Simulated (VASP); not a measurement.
# InSb (F-43m) in VASP: notebook

One crystal, InSb, is run at these levels: PBE; tasks: relaxation of cell and atoms.

Everything below comes from runs of VASP 6.6.1. Logs are shortened: lines on timing, memory, paths and dates and some standing lists are left out, and cuts for length are marked.

### Step 1. The structure

Symmetry: F-43m, No. 216, cubic system. The conventional cell has a = 6.478 Å, b = 6.478 Å, c = 6.478 Å, α = 90.00°, β = 90.00°, γ = 90.00°. In (site symmetry -43m) is surrounded by 4 Sb at 2.81 Å. Sb (site symmetry -43m) has 4 In at 2.81 Å as nearest neighbours.

### Step 2. Relaxation of cell and atoms, PBE

INCAR

```
SYSTEM = InSb
PREC = Accurate
ENCUT = 600
EDIFF = 1E-6
ISMEAR = 0
SIGMA = 0.03
LREAL = .False.
LASPH = .True.
NELM = 80
ALGO = Normal
ISIF = 3
LWAVE = .False.
LCHARG = .False.
GGA = PE
IBRION = 2
NSW = 90
EDIFFG = -0.01
```

KPOINTS

```
regular mesh
0
Gamma
  10 10 10
  0 0 0
```

POSCAR

```
InSb
1.0
    0.0000000000      3.2391000000      3.2391000000
    3.2391000000      0.0000000000      3.2391000000
    3.2391000000      3.2391000000      0.0000000000
In Sb
1 1
Direct
    0.0000000000      0.0000000000      0.0000000000
    0.2500000000      0.2500000000      0.2500000000
```

Potentials or basis: VASP PAW PBE potentials, release 64 (In_d, Sb).

Run with:

```
> cat potpaw_PBE.64/In_d/POTCAR potpaw_PBE.64/Sb/POTCAR > POTCAR
> mpirun -np 1 vasp_std > vasp.out
```

OUTCAR:

```text
SYSTEM = InSb
   PREC = Accurate
   ENCUT = 600
   EDIFF = 1E-6
   ISMEAR = 0
   LREAL = .False.
   LASPH = .True.
   NELM = 80
   ISIF = 3
   GGA = PE
   IBRION = 2
   NSW = 90
   EDIFFG = -0.01

 ion  position               nearest neighbor table
   1  0.000  0.000  0.000-   2 2.81   2 2.81   2 2.81   2 2.81
   2  0.250  0.250  0.250-   1 2.81   1 2.81   1 2.81   1 2.81

  LATTYP: Found a face centered cubic cell.
 ALAT       =     6.4782000000

  Lattice vectors:

 A1 = (   0.0000000000,   3.2391000000,   3.2391000000)
 A2 = (   3.2391000000,   0.0000000000,   3.2391000000)
 A3 = (   3.2391000000,   3.2391000000,   0.0000000000)

Analysis of symmetry for initial positions (statically):
=====================================================================
 Subroutine PRICEL returns:
 Original cell was already a primitive cell.

 Routine SETGRP: Setting up the symmetry group for a
 face centered cubic supercell.

 Subroutine GETGRP returns: Found 24 space group operations
 (whereof 24 operations were pure point group operations)
 out of a pool of 48 trial point group operations.

The static configuration has the point symmetry T_d .

Analysis of symmetry for dynamics (positions and initial velocities):
=====================================================================
 Subroutine PRICEL returns:
 Original cell was already a primitive cell.

 Routine SETGRP: Setting up the symmetry group for a
 face centered cubic supercell.

 Subroutine GETGRP returns: Found 24 space group operations
 (whereof 24 operations were pure point group operations)
 out of a pool of 48 trial point group operations.

The dynamic configuration has the point symmetry T_d .

 Subroutine INISYM returns: Found 24 space group operations
 (whereof 24 operations are pure point group operations),
 and found     1 'primitive' translations

----------------------------------------------------------------------------------------

                                     Primitive cell

  volume of cell :      67.9678

  direct lattice vectors                    reciprocal lattice vectors
     0.000000000  3.239100000  3.239100000    -0.154363867  0.154363867  0.154363867
     3.239100000  0.000000000  3.239100000     0.154363867 -0.154363867  0.154363867
     3.239100000  3.239100000  0.000000000     0.154363867  0.154363867 -0.154363867

  length of vectors
     4.580779150  4.580779150  4.580779150     0.267366060  0.267366060  0.267366060

  position of ions in fractional coordinates (direct lattice)
     0.000000000  0.000000000  0.000000000
     0.250000000  0.250000000  0.250000000

  ion indices of the primitive-cell ions
   primitive index   ion index
                 1           1
                 2           2

----------------------------------------------------------------------------------------
[... 71 lines left out ...]
   LREAL  =      F    real-space projection
   EDIFFG = -.1E-01   stopping-criterion for IOM
   NSW    =     90    number of steps for IOM
   IBRION =      2    ionic relax: 0-MD 1-quasi-New 2-CG
   NFREE  =      1    steps in history (QN), initial steepest desc. (CG)
   ISIF   =      3    stress and relaxation
   ISYM   =      2    0-nonsym 1-usesym 2-fastsym
   POTIM  = 0.5000    time-step for ionic-motion
   TEBEG  =    0.0;   TEEND  =   0.0 temperature during run
   PSTRESS=    0.0 pullay stress
   NELECT =      18.0000    total number of electrons
   NUPDOWN=      -1.0000    fix difference up-down
   EMIN   =  10.00;   EMAX   =-10.00  energy-range for DOS
   EFERMI =   0.00;   METHOD = LEGACY
   ISMEAR =     0;   SIGMA  =   0.03  broadening in eV -4-tet -1-fermi 0-gaus
   EFERMI_NEDOS =   21; number of points for ismear=-14 and -15
   IALGO  =     38    algorithm
   IMIX   =      4    mixing-type and parameters
     AMIX     =   0.40;   BMIX     =  1.00
     AMIX_MAG =   1.60;   BMIX_MAG =  1.00
  volume/ion in A,a.u.               =      33.98       229.33
  Fermi-wavevector in a.u.,A,eV,Ry     =   1.051311  1.986690 15.037912  1.105255
  Thomas-Fermi vector in A             =   2.186349
   LORBIT       =      0    0 simple, 1 ext, 2 COOP (PROOUT), +10 PAW based schemes
   GGA     = PE    functional components
   LHFCALC =     F    Hartree Fock is set to
   AEXX    =    0.0000 exact exchange contribution
   IVDW    =     0    specifies the selected vdW correction
   LEPSILON=     F    determine dielectric tensor
   LRPA    =     F    only Hartree local field effects (RPA)
 conjugate gradient relaxation of ions
 non-spin polarized calculation
 Gauss-broadening in eV      SIGMA  =   0.03
  energy-cutoff  :      600.00
  volume of cell :       67.97
 maximum number of plane-waves:      2288
 NGX is ok and might be reduce to    40
   NGX = 19   NGY = 19   NGZ = 19

--------------------------------------- Ionic step        1  -------------------------------------------

 number of electron      18.0000001 magnetization

 Free energy of the ion-electron system (eV)
  ---------------------------------------------------
  ext. energy  EPLUGINS =         0.00000000
  ---------------------------------------------------
  free energy    TOTEN  =        -6.90581565 eV

  energy without entropy =       -6.90576937  energy(sigma->0) =       -6.90579251

 E-fermi :   5.1186     XC(G=0):  -8.6873

 val. band max:        5.1094856553   @ k =   0.0000   0.0000   0.0000
 cond. band min:       5.6479510241   @ k =   0.5000   0.0000   0.0000
 fundamental gap:      0.5384653688
 Fermi energy:         5.1186226859

 k-point     1 :       0.0000    0.0000    0.0000
  band No.  band energies     occupation
      1      -9.4972      2.00000
      2      -9.4972      2.00000
      3      -9.4972      2.00000
      4      -9.4119      2.00000
      5      -9.4119      2.00000
      6      -5.6108      2.00000
      7       4.9220      2.00000
      8       5.1095      1.33333
      9       5.1095      1.33333
     10       5.1095      1.33333
     11       8.0694      0.00000
     12       8.0694      0.00000
     13       8.0694      0.00000
[... 439 lines left out ...]
--------------------------------------- Ionic step        3  -------------------------------------------

 number of electron      18.0000000 magnetization

 Free energy of the ion-electron system (eV)
  ---------------------------------------------------
  ext. energy  EPLUGINS =         0.00000000
  ---------------------------------------------------
  free energy    TOTEN  =        -6.95175201 eV

  energy without entropy =       -6.95170573  energy(sigma->0) =       -6.95172887

 E-fermi :   4.3948     XC(G=0):  -8.3856

 val. band max:        4.3856524077   @ k =   0.0000   0.0000   0.0000
 cond. band min:       4.8055131054   @ k =   0.5000   0.0000   0.0000
 fundamental gap:      0.4198606977
 Fermi energy:         4.3947894160

 k-point     1 :       0.0000    0.0000    0.0000
  band No.  band energies     occupation
      1     -10.0841      2.00000
      2     -10.0841      2.00000
      3     -10.0841      2.00000
      4     -10.0171      2.00000
      5     -10.0171      2.00000
      6      -5.9044      2.00000
      7       3.7987      2.00000
      8       4.3857      1.33334
      9       4.3857      1.33333
     10       4.3857      1.33333
     11       7.3510      0.00000
     12       7.3510      0.00000
     13       7.3510      0.00000
[... 397 lines left out ...]
  FREE ENERGIE OF THE ION-ELECTRON SYSTEM (eV)
  ---------------------------------------------------
  free  energy   TOTEN  =        -6.9517520101 eV

  energy  without entropy=       -6.9517057314  energy(sigma->0) =       -6.95172887

 reached required accuracy - stopping structural energy minimisation
```

CONTCAR:

```text
InSb
   1.00000000000000
     0.0000000000000000    3.3168267493868910    3.3168267493868910
     3.3168267493868910   -0.0000000000000000    3.3168267493868910
     3.3168267493868910    3.3168267493868910    0.0000000000000000
  In              Sb
     1     1
Direct
     0.0000000000000000    0.0000000000000000    0.0000000000000000
     0.2500000000000000    0.2500000000000000    0.2500000000000000

  0.00000000E+00  0.00000000E+00  0.00000000E+00
  0.00000000E+00  0.00000000E+00  0.00000000E+00
```

It took 54 s on 1 thread of Intel Xeon 6975P-C (Granite Rapids), shared host; peak memory 0.27 GiB.

What came out:

```
Free energy                            : -6.9518 eV
Relaxed volume                         : 36.49 Å³/atom
Relaxed cell                           : a = 4.691 Å, b = 4.691 Å, c = 4.691 Å, α = 60.00°, β = 60.00°, γ = 60.00°
Space group after relaxing (to 0.05 Å) : F-43m (No. 216)
Energy gained by relaxing              : 23.0 meV/atom
Ionic steps                            : 3
Pressure after relaxing                : 0.0 GPa
Band gap on the k mesh                 : none (metal or under the smearing width)
```

The path:
```csv
step,energy change (eV),largest force (eV/Å),pressure (GPa),volume (Å³)
1,0.0000,0.0000,3.14,67.97
2,-0.0414,0.0000,-0.83,74.72
3,-0.0459,0.0000,0.02,72.98
```

Final structure:
```cif
data_structure
_symmetry_space_group_name_H-M 'P 1'
_symmetry_Int_Tables_number 1
_cell_length_a 4.6907
_cell_length_b 4.6907
_cell_length_c 4.6907
_cell_angle_alpha 60.000
_cell_angle_beta 60.000
_cell_angle_gamma 60.000
_cell_volume 72.98
loop_
_atom_site_label
_atom_site_type_symbol
_atom_site_fract_x
_atom_site_fract_y
_atom_site_fract_z
_atom_site_occupancy
In1 In 0.00000 0.00000 0.00000 1
Sb1 Sb 0.25000 0.25000 0.25000 1
```

Caveat: this crystal is a semiconductor, whose small gap the functional closes, so the metal is an error of the method. Zero-point motion and thermal expansion aren't in these numbers.

[end of part 1 of 2]
